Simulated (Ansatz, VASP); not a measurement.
# MgS: VASP beside Ansatz

```
Mg S
1.0
     0.00000    2.87562    2.91811
     2.87562    0.00000    2.91811
     2.87562    2.87562    0.00000
Mg S
1 1
Direct
  0.00000 0.00000 0.00000
  0.75000 0.75000 0.75000
```

Change from the starting cell: strain +0.015 along x and y, +0.030 along z, atoms carried along.

Alike in both runs: task single point; functional LDA; k mesh 8 × 8 × 8; occupations gaussian, width 0.05 eV; no spin polarisation.

|  | VASP | Ansatz |
| --- | --- | --- |
| version | VASP 6.6.1 | Ansatz 0.2.0 |
| potentials or method | VASP PAW LDA potentials, release 64 (Mg, S) | scalar-relativistic, plane waves, PAW |
| plane-wave cutoff (eV) | 520 | 420 |
| valence electrons in the cell | 8 | 16 |

```tsv
	VASP	Ansatz	Ansatz less VASP
gap on the k mesh at the Fermi level (eV)	2.88	2.88	-0.009
least direct gap on the mesh (eV)	2.88	2.88	-0.009
pressure (GPa)	-5.3	-4.9	+0.32
largest component of the traceless stress (GPa)	0.25	0.26	+0.004
```

The two sets of potentials don't hold the same shells in valence.
